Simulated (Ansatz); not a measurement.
The system is Pt.

```
CELL_PARAMETERS angstrom
0.00000 1.96090 1.96090
1.96090 0.00000 1.96090
1.96090 1.96090 0.00000
ATOMIC_POSITIONS crystal
Pt 0.00000 0.00000 0.00000
```

Base run:

* Program: Ansatz 0.2.0
* Functional: PBEsol
* Potentials or basis: Ansatz PAW
* Cutoff: 420 eV (not typed: the program's choice for these potentials)
* k mesh: 9 × 9 × 9
* Occupations: fermi-dirac, width 0.05 eV
* Spin: spin-orbit coupling, no magnetisation

Its results: band gap on the k mesh none (metal or under the smearing width); pressure -0.9 GPa.

Question: The run is repeated on the same cell with these changes: functional from PBEsol to r2SCAN; cutoff from 420 eV (not typed: the program's choice for these potentials) to 500 eV (not typed: the program's choice for these potentials). What comes out?

Answer: Band gap on the k mesh none (metal or under the smearing width); pressure 3.6 GPa.

Caveats: the PAW data sets come from PBE, with cores solved anew for the run's functional, which leaves a small shift of forces and pressure.
